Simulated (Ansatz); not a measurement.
# AlN: the cell at several levels of theory

An exercise on one series of results from a longer session: the logs are not shown, and one member is left open.

Program: Ansatz 0.2.0. PAW datasets, plane waves, zero pressure. These are computed values for a spin-unpolarised cell that may be hypothetical; none is a measurement.

**The system as given**

This is the cell as the run starts from it, not yet at rest; its lengths are not the crystal's.

It is hexagonal, P6_3/mmc (No. 194); conventional cell a = 2.703 Å, c = 4.405 Å, 6.97 Å³ an atom. Near Al stand 6 N at 1.91 Å; near N stand 6 Al at 1.91 Å.

As a file:

```xyz
4
Lattice="2.7025 0.0000 0.0000 -1.3513 2.3405 0.0000 0.0000 0.0000 4.4051" Properties=species:S:1:pos:R:3 pbc="T T T"
Al    0.0000    0.0000    0.0000
Al    0.0000    0.0000    2.2026
N     0.0000    1.5603    1.1013
N     1.3513    0.7802    3.3038
```

The first run:

input.yaml reads:

```yaml
crystal:
  lattice:
    - [2.70253431, 0.0, 0.0]
    - [-1.351267155, 2.3404633671, 0.0]
    - [0.0, 0.0, 4.4051309253]
  atoms:
    - { symbol: Al, position: [0.0, 0.0, 0.0] }
    - { symbol: Al, position: [0.0, 0.0, 0.5] }
    - { symbol: "N", position: [0.3333333333, 0.6666666667, 0.25] }
    - { symbol: "N", position: [0.6666666667, 0.3333333333, 0.75] }
kpoints:
  mp_grid: { grid: [12, 12, 6] }
hamiltonian:
  xc: pbe
scf:
  occupations: { method: fermi_dirac, width: 0.02 }
relax:
  f_tol: 0.005
  cell: {}
```

The run is started by

```
$ ansatz run input.yaml --threads 2 --pin off --max-ram 2211MiB --backend cpu --events-out ev --progress --plain --runs-dir out
```

Among the steps run: Relaxation with PBE; Relaxation with r2SCAN; Relaxation with PBEsol; Relaxing with LDA; Relaxing with HSE06.

One of the session's tables, all rows but one given; the rest of the session is left out.

It belongs to the step «The cells side by side». 

| level | a (Å) | c (Å) | volume (Å³/atom) |
| --- | --- | --- | --- |
| PBE | 2.856 | 4.883 | 8.622 |
| r2SCAN | ? | ? | ? |
| PBEsol | 2.836 | 4.856 | 8.456 |
| LDA | 2.812 | 4.813 | 8.239 |
| HSE06 | 2.825 | 4.835 | 8.357 |

Q: Estimate the row for r2SCAN from the others.

**Answer.** a (Å): 2.833; c (Å): 4.841; volume (Å³/atom): 8.411. In the column «a (Å)» it lies between HSE06 (2.825) and PBEsol (2.836).

From the start to the first minimum the volume moved by +23.8 %. The volume runs from LDA (least) to PBE (most), a spread of 4.7 %, or 1.5 % in length if all axes shared it alike. The meshes differ: PBE 12×12×6, r2SCAN 12×12×6, PBEsol 12×12×6, LDA 12×12×6, HSE06 6×6×4.
